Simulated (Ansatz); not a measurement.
Ga:

```
Ga
1.0
     1.45000   -4.06500    0.00000
     1.45000    4.06500    0.00000
     0.00000    0.00000    3.17000
Ga
2
Direct
  0.13300 0.86700 0.75000
  0.86700 0.13300 0.25000
```

This isn't the form of Ga at room conditions, which is orthorhombic.

```yaml
Program: Ansatz 0.2.0
Task: single point
Functional: PBEsol
Potentials_or_basis: all-electron LAPW, scalar-relativistic
Cutoff: 258 eV (chosen from the basis error)
Basis_error_allowed: 0.001 eV/atom
k_mesh: 10 × 10 × 8
Occupations: fermi-dirac, width 0.05 eV
Spin: no spin polarisation
```

On this cell: pressure -2.1 GPa; largest force 0.210 eV/Å; band gap on the k mesh none (metal or under the smearing width).

The same run follows on a disturbed copy (atoms moved at random, drawn with an rms of 0.05 Å):

```xyz
2
Lattice="1.4500 -4.0650 0.0000 1.4500 4.0650 0.0000 0.0000 0.0000 3.1700" Properties=species:S:1:pos:R:3 pbc="T T T"
Ga    1.4881    3.0120    2.3844
Ga    1.4634   -2.9140    0.8305
```

What changes?

The energy (extrapolated to zero smearing) moves by -1.9 meV/atom; pressure -2.1 GPa; largest force 0.057 eV/Å; band gap on the k mesh none (metal or under the smearing width).

Forces on the atoms (eV/Å):
```
Ga  -0.009 -0.026  0.051
Ga   0.009  0.026 -0.051
```

Stress tensor (GPa, compression positive):
```
-3.19 -0.05 -0.01
-0.05 -2.03  0.00
-0.01  0.00 -1.00
```
